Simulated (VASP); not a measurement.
# Settings for WC: energy and pressure at two fixed cells

WC, R3m (no. 160), 2 atoms in the cell. PBE exchange only; PAW potentials W_sv, C (PBE set). VASP 6.6.1.

Wanted: energy difference within 1 meV/atom; pressure within 0.1 GPa; forces within 0.005 eV/Å; gap on the mesh within 0.01 eV.

Second cell: the given cell, volume scaled by 1.03.

The series start from ENCUT (eV): 520; k mesh: 7 x 7 x 7; PREC and ADDGRID: Accurate; LASPH: yes; EDIFF (eV): 1e-7; ALGO and mixing: Normal; LREAL: no; GGA_COMPAT: no. Each series keeps the choices made before it, and each single choice may use up half of a tolerance. Times cover all steps of a run.

## ENCUT (eV)

| ENCUT (eV) | Energy difference (meV/atom) | Pressure (GPa) | Forces, largest deviation (eV/Å) | Gap on the mesh (eV) | Time (s) |
|---|---|---|---|---|---|
| 300 | -53.4 | 22.52 | 0.0055 | 0.000 | 7.3 |
| 350 | -54.3 | 27.36 | 0.0046 | 0.000 | 8.3 |
| 400 | -53.9 | 29.95 | 0.0008 | 0.000 | 8.5 |
| 450 | -53.9 | 30.90 | 0.0006 | 0.000 | 9.3 |
| 520 | -53.8 | 31.14 | 0.0004 | 0.000 | 9.8 |
| 600 | -53.8 | 31.05 | 0.0005 | 0.000 | 18 |
| 700 | -53.8 | 31.00 | 0.0004 | 0.000 | 19 |
| 800 (reference) | -53.8 | 31.06 | 0.0000 | 0.000 | 24 |

Chosen: 800; the next looser run is off by more than half of the tolerance, so convergence isn't shown beyond this value.

## k mesh

| k mesh | Energy difference (meV/atom) | Pressure (GPa) | Forces, largest deviation (eV/Å) | Gap on the mesh (eV) | Time (s) |
|---|---|---|---|---|---|
| 4 x 4 x 4 | -55.4 | 30.21 | 0.1465 | 0.000 | 12 |
| 5 x 5 x 5 | -53.8 | 30.78 | 0.0182 | 0.000 | 14 |
| 7 x 7 x 7 | -53.8 | 31.06 | 0.0010 | 0.000 | 24 |
| 9 x 9 x 9 | -54.8 | 31.79 | 0.0211 | 0.000 | 37 |
| 12 x 12 x 12 (reference) | -54.2 | 31.25 | 0.0000 | 0.000 | 73 |

Chosen: 12 x 12 x 12; the next looser run is off by more than half of the tolerance, so convergence isn't shown beyond this value.

## PREC and ADDGRID

| PREC and ADDGRID | Energy difference (meV/atom) | Pressure (GPa) | Forces, largest deviation (eV/Å) | Gap on the mesh (eV) | Time (s) |
|---|---|---|---|---|---|
| Low | -54.1 | 31.25 | 0.0000 | 0.000 | 28 |
| Normal | -54.2 | 31.25 | 0.0000 | 0.000 | 29 |
| Accurate | -54.2 | 31.25 | 0.0000 | 0.000 | 73 |
| Accurate, ADDGRID (reference) | -54.2 | 31.25 | 0.0000 | 0.000 | 94 |

Chosen: Low, the loosest value from which every tighter one stays within half of the tolerance.

## LASPH

| LASPH | Energy difference (meV/atom) | Pressure (GPa) | Forces, largest deviation (eV/Å) | Gap on the mesh (eV) | Time (s) |
|---|---|---|---|---|---|
| no | -54.2 | 31.25 | 0.0001 | 0.000 | 26 |
| yes (reference) | -54.1 | 31.25 | 0.0000 | 0.000 | 28 |

Chosen: no.

## EDIFF (eV)

| EDIFF (eV) | Energy difference (meV/atom) | Pressure (GPa) | Forces, largest deviation (eV/Å) | Gap on the mesh (eV) | Time (s) |
|---|---|---|---|---|---|
| 0.0001 | -54.2 | 31.00 | 0.0001 | 0.000 | 22 |
| 1e-5 | -54.2 | 31.00 | 0.0001 | 0.000 | 22 |
| 1e-6 | -54.2 | 31.26 | 0.0000 | 0.000 | 24 |
| 1e-7 | -54.2 | 31.25 | 0.0000 | 0.000 | 26 |
| 1e-8 (reference) | -54.2 | 31.25 | 0.0000 | 0.000 | 29 |

Chosen: 1e-6.

## ALGO and mixing

| ALGO and mixing | Energy difference (meV/atom) | Pressure (GPa) | Forces, largest deviation (eV/Å) | Gap on the mesh (eV) | Time (s) |
|---|---|---|---|---|---|
| Normal | -54.2 | 31.26 | 0.0000 | 0.000 | 24 |
| Fast | -54.2 | 31.30 | 0.0000 | 0.000 | 28 |
| All | -54.2 | 31.25 | 0.0000 | 0.000 | 30 |
| Damped, TIME 0.4 | -54.2 | 31.29 | 0.0001 | 0.000 | 36 |

Chosen: Normal; no other choice that stays within half of the tolerance saves 30 % of the time.

## LREAL

| LREAL | Energy difference (meV/atom) | Pressure (GPa) | Forces, largest deviation (eV/Å) | Gap on the mesh (eV) | Time (s) |
|---|---|---|---|---|---|
| no | -54.2 | 31.26 | 0.0000 | 0.000 | 24 |
| Auto | -53.4 | 34.67 | 0.0369 | 0.000 | 38 |

Chosen: no.

## GGA_COMPAT

| GGA_COMPAT | Energy difference (meV/atom) | Pressure (GPa) | Forces, largest deviation (eV/Å) | Gap on the mesh (eV) | Time (s) |
|---|---|---|---|---|---|
| no | -54.2 | 31.26 | 0.0000 | 0.000 | 24 |
| yes | -54.2 | 31.26 | 0.0000 | 0.000 | 24 |

Chosen: no.

## All choices together

| Input | Energy difference (meV/atom) | Pressure (GPa) | Forces, largest deviation (eV/Å) | Gap on the mesh (eV) | Time (s) |
|---|---|---|---|---|---|
| program defaults, coarse mesh (naive) | -54.5 | 29.36 | 0.0339 | 0.000 | 2.3 |
| chosen settings | -54.2 | 31.26 | 0.0000 | 0.000 | 24 |
| reference settings throughout | -54.2 | 31.26 | 0.0000 | 0.000 | 112 |

The chosen settings stay within the tolerance of the reference run, but the reference itself isn't shown to be converged in: ENCUT (eV), k mesh.

Values of the reference run: Forces: 0.2157, 0.2157, 0.2157, -0.2157, -0.2157, -0.2157 eV/Å.

## The input

INCAR:
```
SYSTEM = WC
PREC = Low ; ENCUT = 800
EDIFF = 1E-6 ; ISMEAR = 0
SIGMA = 0.02 ; LREAL = .False.
LASPH = .False. ; GGA_COMPAT = .False.
ALGO = Normal ; NELM = 150
ISIF = 2 ; LWAVE = .False.
LCHARG = .False. ; GGA = PBE_X
NBANDS = 16 ; KPAR = 2
```

KPOINTS:
```
Automatic mesh
0
Gamma
  12 12 12
  0 0 0
```

POSCAR.step1:
```
WC
1.0
    0.0000000000      2.2143951546      2.2143951546
    2.2143951546      0.0000000000      2.2143951546
    2.2143951546      2.2143951546      0.0000000000
W C
1 1
Direct
    0.0000000000      0.0000000000      0.0000000000
    0.5000000000      0.5000000000      0.5000000000
```

POSCAR.step2:
```
WC
1.0
    0.0000000000      2.1926840000      2.1926840000
    2.1926840000      0.0000000000      2.1926840000
    2.1926840000      2.1926840000      0.0000000000
W C
1 1
Direct
    0.0000000000      0.0000000000      0.0000000000
    0.5065826900      0.5065826900      0.5065826900
```

Commands (each step's output is kept before the next begins):
```
cat potpaw_PBE.64/W_sv/POTCAR potpaw_PBE.64/C/POTCAR > POTCAR
cp POSCAR.step1 POSCAR
mpirun -np 2 vasp_std > vasp.out
rm WAVECAR CHG
cp POSCAR.step2 POSCAR
mpirun -np 2 vasp_std > vasp.out
```

Limits: One atom is displaced by 0.05 Å on purpose; pressure, forces and gap belong to that cell (POSCAR.step2), and the energy difference is that of POSCAR.step1 less this one, displacement or strain included.

The chosen input took VASP 6.6.1 24 s on 2 cores (Intel Xeon Platinum 8259CL @ 2.50GHz (Skylake/Cascade Lake)), a shared host.

## An input that fails: cutoff far too low

It runs to its end, but against the unchanged starting input it is off by 43.3 meV/atom in the energy difference, 105.12 GPa in the pressure, 0.2650 eV/Å in the forces, 0.000 eV in the gap on the mesh.

Changes against the starting input:
```
(all steps)
- ENCUT = 520
+ ENCUT = 150
```
